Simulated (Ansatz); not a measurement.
**ZnTe, pressure series**

Start from ZnTe in the zinc blende structure (space group F-43m, No. 216).

```cif
data_Te4Zn4
_chemical_formula_sum 'Te4 Zn4'
_space_group_name_H-M_alt 'F-43m'
_space_group_IT_number 216
_space_group_name_Hall 'F -4 2 3'
_cell_length_a 6.17910
_cell_length_b 6.17910
_cell_length_c 6.17910
_cell_angle_alpha 90.000
_cell_angle_beta 90.000
_cell_angle_gamma 90.000
loop_
_atom_site_label
_atom_site_type_symbol
_atom_site_symmetry_multiplicity
_atom_site_Wyckoff_symbol
_atom_site_fract_x
_atom_site_fract_y
_atom_site_fract_z
_atom_site_occupancy
Te1 Te 4 c 0.25000 0.25000 0.25000 1
Zn1 Zn 4 a 0.00000 0.00000 0.00000 1
```
(The calculation used a cell of 2 atoms; values per cell refer to that cell.)

Cell and atoms are relaxed at each pressure.

Calculations: DFT with PBE, PAW potentials and a 420 eV plane-wave cutoff in Ansatz (a quantum-chemistry and plane-wave program), no spin-orbit coupling.

```
P (GPa)  V (Å³/atom)
-------  -----------
1.80          28.392
4.20          27.213
9.00          25.446
17.99         23.229
29.99         21.299
44.99         19.660
59.99         18.469
```

A third-order Birch–Murnaghan fit to these points gives V₀ = 29.47 Å³/atom, B₀ = 44 GPa and B₀′ = 4.5. At pressure 60 GPa the volume is 62.7 % of V₀.

Between the base and pressure 4.2 GPa the gap moves from 1.08 eV to 1.46 eV, a mean slope of 91 meV/GPa.

With Te present, leaving out spin-orbit coupling can change the band edges. Load acts through the strain it causes; cell and atoms are relaxed under it. No phonon test of stability was made. Measured, ZnTe leaves this structure (for cinnabar) near 9.5 GPa (temperature not stated; as listed in Datta, Sujoy, Jana, Debnarayan, arXiv (2020)), on rising pressure, with hysteresis.
